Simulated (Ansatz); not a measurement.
The system is ZrS.

```
CELL_PARAMETERS angstrom
0.00000 2.62500 2.62500
2.62500 0.00000 2.62500
2.62500 2.62500 0.00000
ATOMIC_POSITIONS crystal
Zr 0.00000 0.00000 0.00000
S 0.50000 0.50000 0.50000
```

```yaml
Program: Ansatz 0.2.0
Task: relaxation of cell and atoms
Functional: PBEsol
Dispersion: D3(BJ)
Potentials_or_basis: Ansatz PAW
Cutoff: "420 eV (not typed: the program's choice for these potentials)"
k_mesh: 9 × 9 × 9
Occupations: fermi-dirac, width 0.05 eV
Spin: no spin polarisation
```

At the start: volume 18.09 Å³/atom.

Task: How do energy, volume and symmetry change on relaxing?

Result: It ends after 6 steps and the volume is 16.68 Å³/atom (-7.8 %); space group Fm-3m (No. 225, to 0.05 Å).

Step by step:
```csv
step,energy change (eV),largest force (eV/Å),volume (Å³)
1,0.0000,0.0000,36.18
2,-0.0511,0.0000,31.58
3,-0.1023,0.0000,33.62
4,-0.1033,0.0000,33.38
5,-0.1033,0.0000,33.36
6,-0.1029,0.0000,33.36
```

Final structure:
```
CELL_PARAMETERS angstrom
0.00000 2.55503 2.55503
2.55503 0.00000 2.55503
2.55503 2.55503 0.00000
ATOMIC_POSITIONS crystal
Zr 0.00000 0.00000 0.00000
S 0.50000 0.50000 0.50000
```

Caveat: the plane-wave basis is chosen anew once the cell has moved, so the energies of steps on either side of that aren't comparable; pairwise dispersion overbinds metals, which lowers pressure and volume; the PAW data sets come from PBE, with cores solved anew for the run's functional, which leaves a small shift of forces and pressure.
